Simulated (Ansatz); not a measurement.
Crystal: BaTiO3.

```xyz
10
Lattice="4.0073 0.0000 0.0000 0.0000 4.0073 0.0000 0.0000 0.0000 8.0146" Properties=species:S:1:pos:R:3 pbc="T T T"
Ba    2.3139    2.3844    1.9229
Ba    2.0570    1.8276    6.1203
Ti    0.1419    4.0001    0.1061
Ti    3.8069    3.8918    4.1558
O     2.2804    3.7093    7.8525
O     1.7205    3.8733    4.0115
O     3.8827    2.3866    7.8876
O     3.8235    1.8548    4.1970
O     3.8544    0.0411    1.7952
O     0.1626    0.0749    6.0314
```

```yaml
Program: Ansatz 0.2.0
Task: relaxation of cell and atoms
Functional: BLYP
Dispersion: D3(BJ)
Potentials_or_basis: Ansatz PAW
Cutoff: "420 eV (not typed: the program's choice for these potentials)"
k_mesh: 7 × 7 × 4
Occupations: fermi-dirac, width 0.05 eV
Spin: no spin polarisation
```

At the start: volume 12.87 Å³/atom.

Q: How do energy, volume and symmetry change on relaxing?

A: It ends after 11 steps and the volume is 13.04 Å³/atom (+1.3 %); space group Cmc2_1 (No. 36, to 0.05 Å).

The path:
```
step  energy change (eV)  largest force (eV/Å)  volume (Å³)
   1              0.0000                8.1533       128.70
   2             -3.3136                3.9313       132.94
   3             -4.5741                1.2297       130.10
   4             -4.7928                0.0660       129.50
   5             -4.7890                0.0740       131.03
   6             -4.7942                0.0039       130.34
   7             -4.7942                0.0033       130.36
   8             -4.7943                0.0003       130.33
   9             -4.8018                0.0005       130.33
  10             -4.8016                0.0008       130.42
  11             -4.8019                0.0008       130.42
```

Final structure:
```yaml
crystal:
  lattice:
    - [4.00038, 0.00260, 0.00000]
    - [0.00260, 3.99998, 0.00000]
    - [-0.00001, 0.00000, 8.15045]
  atoms:
    - { symbol: Ba, position: [0.49788, 0.49790, 0.25527] }
    - { symbol: Ba, position: [0.50211, 0.50209, 0.75527] }
    - { symbol: Ti, position: [0.98728, 0.98738, 0.01302] }
    - { symbol: Ti, position: [0.01269, 0.01259, 0.51302] }
    - { symbol: O, position: [0.50950, 0.00624, 0.99574] }
    - { symbol: O, position: [0.49052, 0.99377, 0.49575] }
    - { symbol: O, position: [0.00630, 0.50941, 0.99573] }
    - { symbol: O, position: [0.99371, 0.49061, 0.49574] }
    - { symbol: O, position: [0.99971, 0.99971, 0.24024] }
    - { symbol: O, position: [0.00030, 0.00030, 0.74024] }
```

Caveat: the plane-wave basis is chosen anew once the cell has moved, so the energies of steps on either side of that aren't comparable; the pressure holds a Pulay correction of +0.6 GPa for the finite cutoff; the PAW data sets come from PBE, with cores solved anew for the run's functional, which leaves a small shift of forces and pressure.
